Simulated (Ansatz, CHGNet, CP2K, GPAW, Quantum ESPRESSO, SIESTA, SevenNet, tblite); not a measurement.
# Running C(111) slab, H on the bottom face (80 atoms) with Quantum ESPRESSO

Wanted: Quantum ESPRESSO inputs and outputs for C(111) slab, H on the bottom face (80 atoms), checked against a plane-wave reference.

Calculated with Quantum ESPRESSO 7.5; the method is named at each step.

### Step 1. Starting point

The cell holds 80 atoms: 64 C and 16 H. Its edges and angles: a = 10.089 Å, b = 10.089 Å, c = 15.664 Å, α = 90.0°, β = 90.0°, γ = 120.0°. It derives from C (diamond-structure). Diamond-structure C (a = 3.567 Å), (111) slab of 4 atomic planes, 4 x 4 surface cells, H on the broken bonds of the bottom face, 12 Å of vacuum; displaced by a Gaussian of 0.02 Å. Then every atom was moved at random, 0.05 Å r.m.s. a Cartesian component (hydrogen 0.6 of that). Regions: slab, 64 atoms (64 C); hydrogen, 16 atoms (16 H). Vacuum lies along c.

The yardstick, on the same geometry:

* method: Kohn-Sham DFT, PBE, PAW, plane waves (Ansatz 0.2.0); cutoff 420 eV, Γ point, fermi-dirac smearing of 0.05 eV; PAW set soft_2
* r.m.s. force component: 2.002 eV/Å
* longest force: 7.43 eV/Å
* SCF cycles: 17
* time: 8.8 s on 6 threads of Intel Xeon at 2.30GHz, shared host
* CPU time: 39 s

### Step 2. PBE, sssp-1.3.0-efficiency, 45/360 Ry

Method: Kohn-Sham DFT, PBE, SSSP efficiency 1.3.0 pseudopotentials, plane waves.

pw.in

```
&control
  calculation = 'scf'
  pseudo_dir = './pseudo'
  outdir = './tmp'
  disk_io = 'none'
  tprnfor = .true.
/
&system
  ibrav = 0
  nat = 80
  ntyp = 2
  ecutwfc = 45
  ecutrho = 360
  nosym = .true.
  occupations = 'smearing'
  smearing = 'fd'
  degauss = 0.003675
/
&electrons
  conv_thr = 4.0e-07
  electron_maxstep = 100
  mixing_beta = 0.2
  mixing_mode = 'local-TF'
  diagonalization = 'david'
/
ATOMIC_SPECIES
C 12.011 C.upf
H 1.008 H.upf
CELL_PARAMETERS angstrom
10.08900 0.00000 0.00000
-5.04450 8.73733 0.00000
0.00000 0.00000 15.66426
ATOMIC_POSITIONS crystal
C 0.33323 0.92012 0.48612
C 0.25078 0.00094 0.45298
C 0.17480 0.83696 0.62009
C 0.33752 0.91478 0.58576
C 0.33679 0.66547 0.48598
C 0.25229 0.75159 0.45481
C 0.16265 0.57567 0.61469
C 0.32500 0.67213 0.58573
C 0.58204 0.91361 0.48443
C 0.49789 0.99767 0.45205
C 0.40069 0.83242 0.61901
C 0.58047 0.91652 0.58506
C 0.33184 0.41501 0.48562
C 0.24836 0.50427 0.45172
C 0.16125 0.33219 0.61878
C 0.33640 0.41166 0.57728
C 0.58710 0.66940 0.48454
C 0.50254 0.75157 0.45360
C 0.42425 0.58512 0.61342
C 0.59524 0.67009 0.59063
C 0.83275 0.91547 0.48567
C 0.74804 0.99988 0.45220
C 0.66302 0.82844 0.61669
C 0.83465 0.91171 0.58053
C 0.33539 0.16275 0.48191
C 0.24885 0.25069 0.45184
C 0.16807 0.08427 0.61406
C 0.33166 0.16623 0.57646
C 0.58480 0.41763 0.48625
C 0.50213 0.49844 0.45178
C 0.42264 0.33124 0.61509
C 0.58757 0.42531 0.58156
C 0.83521 0.66955 0.48430
C 0.75256 0.75218 0.45311
C 0.66891 0.59430 0.61641
C 0.83036 0.67065 0.57598
C 0.08364 0.91899 0.48558
C 0.99993 0.00181 0.45263
C 0.91673 0.82670 0.61890
C 0.07633 0.90927 0.58587
C 0.58214 0.16349 0.48470
C 0.49967 0.25011 0.45178
C 0.42565 0.08624 0.62041
C 0.58445 0.16757 0.58047
C 0.83116 0.41397 0.48364
C 0.75309 0.50380 0.45207
C 0.67167 0.32712 0.61627
C 0.82813 0.41830 0.58524
C 0.08138 0.66677 0.48522
C 0.99532 0.75035 0.45496
C 0.91378 0.59099 0.61618
C 0.07835 0.66752 0.58876
C 0.83404 0.16632 0.48540
C 0.75304 0.25434 0.45120
C 0.66433 0.08705 0.61169
C 0.83894 0.16304 0.59140
[... 20 atom lines left out ...]
H 0.00143 0.74878 0.38255
H 0.75149 0.24909 0.38206
H 0.99611 0.49593 0.38326
H 0.00104 0.25007 0.38312
K_POINTS gamma
```

Started as:

```console
$ OMP_NUM_THREADS=1 mpirun -np 4 pw.x -in pw.in > output.txt
```

Output:

```text
Program PWSCF
     gamma-point specific algorithms are used
     one sub-group per band group will be used
     scalapack distributed-memory algorithm (size of sub-group:  2*  2 procs)
     Parallelization info
     sticks:   dense  smooth     PW     G-vecs:    dense   smooth      PW
     Min        2254    1126    283               268710    95010   11877
     Max        2256    1128    284               268725    95028   11880
     Sum        9019    4507   1135              1074869   380077   47517
     bravais-lattice index     =            0
     lattice parameter (alat)  =      19.0654  a.u.
     unit-cell volume          =    9318.2283 (a.u.)^3
     number of atoms/cell      =           80
     number of atomic types    =            2
     number of electrons       =       272.00
     number of Kohn-Sham states=          163
     kinetic-energy cutoff     =      45.0000  Ry
     charge density cutoff     =     360.0000  Ry
     scf convergence threshold =      4.0E-07
     mixing beta               =       0.2000
     number of iterations used =            8  local-TF  mixing
     Exchange-correlation= PBE
                           (   1   4   3   4   0   0   0)
     crystal axes: (cart. coord. in units of alat)
               a(1) = (   1.000000   0.000000   0.000000 )
               a(2) = (  -0.500000   0.866025   0.000000 )
               a(3) = (   0.000000   0.000000   1.552608 )
     reciprocal axes: (cart. coord. in units 2 pi/alat)
               b(1) = (  1.000000  0.577350 -0.000000 )
               b(2) = (  0.000000  1.154701  0.000000 )
               b(3) = (  0.000000 -0.000000  0.644078 )
     PseudoPot. # 1 for C :
     Pseudo is Projector augmented-wave + core cor, Zval =  4.0
     PseudoPot. # 2 for H :
     Pseudo is Ultrasoft, Zval =  1.0
     atomic species   valence    mass     pseudopotential
     C                 4.00    12.01100     C ( 1.00)
     H                 1.00     1.00800     H ( 1.00)
     No symmetry found
   Cartesian axes
     number of k points=     1  Fermi-Dirac smearing, width (Ry)=  0.0037
                       cart. coord. in units 2pi/alat
        k(    1) = (   0.0000000   0.0000000   0.0000000), wk =   2.0000000
     Dense  grid:   537435 G-vectors     FFT dimensions: ( 120, 120, 180)
     Smooth grid:   190039 G-vectors     FFT dimensions: (  81,  81, 128)
     Check: negative core charge=   -0.000007
     Initial potential from superposition of free atoms
     starting charge     271.9972, renormalised to     272.0000
     negative rho (up, down):  1.436E-03 0.000E+00
     Starting wfcs are  272 randomized atomic wfcs
     Self-consistent Calculation
     iteration #  1     ecut=    45.00 Ry     beta= 0.20
     negative rho (up, down):  9.705E-06 0.000E+00
     total energy              =   -1196.94367169 Ry
     estimated scf accuracy    <       7.59766294 Ry
     iteration #  2     ecut=    45.00 Ry     beta= 0.20
     negative rho (up, down):  4.898E-07 0.000E+00
     total energy              =   -1196.63566889 Ry
     estimated scf accuracy    <       5.28125642 Ry
     iteration #  3     ecut=    45.00 Ry     beta= 0.20
     total energy              =   -1195.88633006 Ry
     estimated scf accuracy    <       3.92731882 Ry
     iteration #  4     ecut=    45.00 Ry     beta= 0.20
     total energy              =   -1195.47083447 Ry
     estimated scf accuracy    <       2.03070001 Ry
     iteration #  5     ecut=    45.00 Ry     beta= 0.20
     total energy              =   -1195.48857466 Ry
     estimated scf accuracy    <       0.80115888 Ry
     iteration #  6     ecut=    45.00 Ry     beta= 0.20
     total energy              =   -1195.49270552 Ry
     estimated scf accuracy    <       0.46680358 Ry
[...]
negative rho (up, down):  4.852E-05 0.000E+00
[...]
negative rho (up, down):  1.519E-04 0.000E+00
[...]
negative rho (up, down):  6.297E-05 0.000E+00
[...]
c_bands:  1 eigenvalues not converged
[...]
total energy              =   -1195.37210528 Ry
[...]
iteration # 33     ecut=    45.00 Ry     beta= 0.20
[...]
total energy              =   -1195.37210584 Ry
     estimated scf accuracy    <       0.00000176 Ry
     iteration # 34     ecut=    45.00 Ry     beta= 0.20
     negative rho (up, down):  2.238E-03 0.000E+00
     total energy              =   -1195.37210569 Ry
     estimated scf accuracy    <       0.00000099 Ry
     iteration # 35     ecut=    45.00 Ry     beta= 0.20
     negative rho (up, down):  1.986E-03 0.000E+00
     End of self-consistent calculation
          k = 0.0000 0.0000 0.0000 ( 23759 PWs)   bands (ev):
   -20.1459 -18.8836 -18.7057 -18.6155 -18.5697 -18.5617 -18.4944 -17.1395
   -16.1770 -16.1045 -15.9604 -15.8834 -15.7816 -15.6962 -15.6640 -15.6108
   -15.5036 -15.4361 -15.4120 -15.2969 -14.9543 -14.9149 -14.8924 -13.7691
   -13.5775 -13.5202 -13.2497 -13.1184 -12.9763 -12.9247 -12.8175 -12.6788
   -11.4311 -11.3176 -11.2188 -11.1193 -11.0393 -10.9655 -10.8671 -10.8110
   -10.7463 -10.6707 -10.6602 -10.5388 -10.5034  -9.9679  -9.8464  -9.7756
[...]
0.6152   0.6308   0.6676   0.6879   0.7137   0.7712   0.8235   0.8937
     3.1142   4.1693   4.1817   4.2406   4.2577   4.2767   4.2892   4.7165
     5.6087   5.8203   5.8510   5.9493   6.0755   6.1134   6.1671   6.2081
     6.2674   6.2888   6.3225
     the Fermi energy is     0.5853 ev
!    total energy              =   -1195.37210583 Ry
     estimated scf accuracy    <       0.00000039 Ry
     smearing contrib. (-TS)   =      -0.03438863 Ry
     internal energy E=F+TS    =   -1195.33771721 Ry
     The total energy is F=E-TS. E is the sum of the following terms:
     one-electron contribution =   -7481.17677470 Ry
     hartree contribution      =    3821.45856391 Ry
     xc contribution           =    -308.07459704 Ry
     ewald contribution        =    3166.97425032 Ry
     one-center paw contrib.   =    -394.51915970 Ry
     convergence has been achieved in  35 iterations
     negative rho (up, down):  1.986E-03 0.000E+00
     Forces acting on atoms (cartesian axes, Ry/au):
     atom    1 type  1   force =     0.04041303   -0.02354946   -0.06296752
     atom    2 type  1   force =    -0.00691908   -0.03223128    0.04991030
     atom    3 type  1   force =    -0.06186918   -0.05601942   -0.14531291
     atom    4 type  1   force =    -0.15346747    0.10779481    0.09554207
     atom    5 type  1   force =    -0.05826495    0.03810204   -0.05595257
     atom    6 type  1   force =    -0.03665518   -0.00261402   -0.00938388
[...]
atom   78 type  2   force =     0.00252464    0.00387946   -0.02671352
     atom   79 type  2   force =     0.00190785    0.01124436   -0.00813777
     atom   80 type  2   force =    -0.00293410   -0.00210176    0.00387175
     Total force =     1.207988     Total SCF correction =     0.001295
     Message from routine punch:
     Nothing written, as per user request (disk_io='none')
```

Wall time 2.7 min (4 MPI ranks of Intel Xeon at 2.30GHz, shared host); peak memory 2.7 GiB; 10 min of CPU time.

Banners, paths, timers and routine set-up lines are dropped from the logs unmarked, and long logs keep their key lines alone; longer cuts are marked.

Numbers from this run, and their distance from the reference:

```
r.m.s. force component                  : 2.005 eV/Å
r.m.s. difference of force components   : 7.046 meV/Å
longest difference of force vectors     : 24.2 meV/Å
force difference over r.m.s. force      : 0.3519 %
slope of forces against the reference's : 1.001
correlation of force components         : 1
```

Length of the force difference by element (eV/Å):

```csv
element,atoms,mean,most
C,64,0.0089,0.024
H,16,0.017,0.021
```

Local excerpt of 14 atoms (numbers count through the whole input) about C42, picked at random; x, y, z are measured from there.

```csv
atom,x,y,z,distance (Å),bonds,Fx,Fy,Fz (eV/Å)
C42,0.00,0.00,0.00,0.00,4,0.92,-0.59,0.64
H75,-0.02,-0.03,-1.10,1.10,1,0.17,0.35,-0.26
C25,-1.22,-0.76,0.47,1.51,4,-1.77,1.87,-0.83
C29,0.01,1.46,0.54,1.56,4,0.36,0.16,-2.58
C41,1.27,-0.76,0.52,1.56,4,-0.31,1.33,-2.57
C28,-1.27,-0.73,1.95,2.44,4,1.90,-0.43,5.41
C44,1.27,-0.72,2.02,2.49,4,0.27,-0.07,2.59
C30,-1.23,2.17,0.00,2.49,4,-1.04,0.78,3.04
C2,-1.25,-2.18,0.02,2.51,4,-0.18,-0.83,1.28
C26,-2.53,0.01,0.00,2.53,4,1.18,-0.40,0.96
C54,2.53,0.04,-0.01,2.54,4,-0.34,-2.32,2.21
C10,1.26,-2.21,0.00,2.54,4,0.27,0.70,1.13
C32,0.00,1.53,2.03,2.54,4,0.56,-1.75,6.08
C46,1.28,2.22,0.00,2.56,4,-0.44,-1.16,0.20
```

Forces lie 0.35 % from the reference's, at 16 times its CPU time (on 4 against 6 cores).

### Step 3. PBE, gbrv-1.5, 40/200 Ry

Method: Kohn-Sham DFT, PBE, GBRV 1.5 ultrasoft pseudopotentials, plane waves.

The pseudopotential files are exchanged too: ./pseudo now holds the set gbrv-pbe-1.5.

Edit pw.in of step 2 so:

```diff
@@ -11,4 +11,4 @@
   ntyp = 2
-  ecutwfc = 45
-  ecutrho = 360
+  ecutwfc = 40
+  ecutrho = 200
   nosym = .true.
```

Started as:

```console
$ OMP_NUM_THREADS=1 mpirun -np 2 pw.x -in pw.in > output.txt
```

Output:

```text
[banner, memory and clock lines left out]
Program PWSCF
     gamma-point specific algorithms are used
     bravais-lattice index     =            0
     lattice parameter (alat)  =      19.0654  a.u.
     unit-cell volume          =    9318.2283 (a.u.)^3
[... lines left out ...]
     number of electrons       =       272.00
[... lines left out ...]
     scf convergence threshold =      4.0E-07
[... lines left out ...]
     number of k points=     1  Fermi-Dirac smearing, width (Ry)=  0.0037
[... lines left out ...]
     total energy              =    -751.91939606 Ry
[... lines left out ...]
     total energy              =    -751.62934567 Ry
[... lines left out ...]
     total energy              =    -750.88730040 Ry
[... lines left out ...]
     total energy              =    -750.36827757 Ry
[... lines left out ...]
     total energy              =    -750.36827829 Ry
[... lines left out ...]
     3.1659   4.1946   4.2085   4.2679   4.2847   4.3048   4.3180   4.8870
     5.6046   5.8180   5.8473   6.0162   6.0997   6.1321   6.1802   6.2292
     6.2951   6.3205   6.3382
     the Fermi energy is     0.5810 ev
!    total energy              =    -750.36827836 Ry
     estimated scf accuracy    <       0.00000037 Ry
     smearing contrib. (-TS)   =      -0.03441426 Ry
     internal energy E=F+TS    =    -750.33386410 Ry
     The total energy is F=E-TS. E is the sum of the following terms:
     one-electron contribution =   -7494.41572600 Ry
     hartree contribution      =    3821.05663003 Ry
     xc contribution           =    -243.94901313 Ry
     ewald contribution        =    3166.97424499 Ry
     convergence has been achieved in  35 iterations
     negative rho (up, down):  1.039E-03 0.000E+00
     Forces acting on atoms (cartesian axes, Ry/au):
     atom    1 type  1   force =     0.04038426   -0.02353821   -0.06258616
     atom    2 type  1   force =    -0.00694815   -0.03233037    0.05631106
     atom    3 type  1   force =    -0.06206075   -0.05589895   -0.14555035
[...]
atom   79 type  2   force =     0.00186340    0.01098655   -0.01247161
     atom   80 type  2   force =    -0.00284906   -0.00214050    0.00003301
     Total force =     1.217533     Total SCF correction =     0.000729
     Message from routine punch:
     Nothing written, as per user request (disk_io='none')
```

Wall time 3.6 min (2 MPI ranks); peak memory 1.2 GiB.

Compared with the plane-wave run:

* r.m.s. force component: 2.021 eV/Å
* r.m.s. difference of force components: 54.47 meV/Å
* longest difference of force vectors: 209.5 meV/Å
* force difference over r.m.s. force: 2.72 %
* slope of forces against the reference's: 1.009
* correlation of force components: 0.9997

Against the first run (0.35 %), the force difference from the reference is 2.7 %, at 0.68 times the CPU time (on 2 against 4 cores).

The difference per atom is largest on H (0.14 eV/Å on average, against 0.055 on C).

### Step 4. All runs compared

Differences are against the plane-wave reference, forces as r.m.s. over components; share is that over the reference's r.m.s. force, slope the least-squares factor from reference forces to these. Total energies of different programs have different zeros and aren't compared.

```csv
run,"Δ force, r.m.s. (meV/Å)",share (%),slope,cores,CPU time,memory (GiB)
reference,-,-,-,6,39 s,1.3
"QE PBE, sssp-1.3.0-efficiency, 45/360 Ry",7.05,0.352,1.001,4,10 min,2.7
"QE PBE, gbrv-1.5, 40/200 Ry",54.5,2.72,1.009,2,7.1 min,1.2
```

CPU time is summed over cores on a shared host, where runs went side by side, so it is rough. Symmetry, cutoffs, thresholds, outputs and thread counts weren't matched or tuned between programs; memory under MPI is the largest rank's times the ranks.

### Step 5. Outcome

- nearest in forces: QE PBE, sssp-1.3.0-efficiency, 45/360 Ry, 0.35 %
- its CPU time: 10 min

In words: PBE on plane waves or a grid with other potentials, cutoffs or grids differs from the reference by 0.35 % (QE PBE, sssp-1.3.0-efficiency, 45/360 Ry) to 2.7 % (QE PBE, gbrv-1.5, 40/200 Ry) of the r.m.s. force; this holds the reference's own error, so differences of a few per cent don't tell which side is nearer the exact PBE result (QE's 45 Ry are 612 eV, against the reference's 420 eV). None of the electronic-structure runs in the table takes under half the reference's CPU time of 39 s; they take 11 to 16 times as much. The runs have no spin polarisation, so any moments at edges, vacancies or dangling bonds can't form. The electronic-structure runs sample only Γ, in a cell whose shortest periodic width is 9 Å, which is coarse for a cell with partly filled levels.

[Also dropped from logs without a mark: logging warnings of Python, and SIESTA's first energy breakdown and zero terms.]

[Logs are printed without paths, hosts, clocks, repeated set-up lines and the standing remarks that a program may print on its own settings, such as how far it seeks lower states.]

[Hosts, paths, dates, database ids (printed as entryN), source tags and the programs' standing remarks are cut or masked in the printed files.]
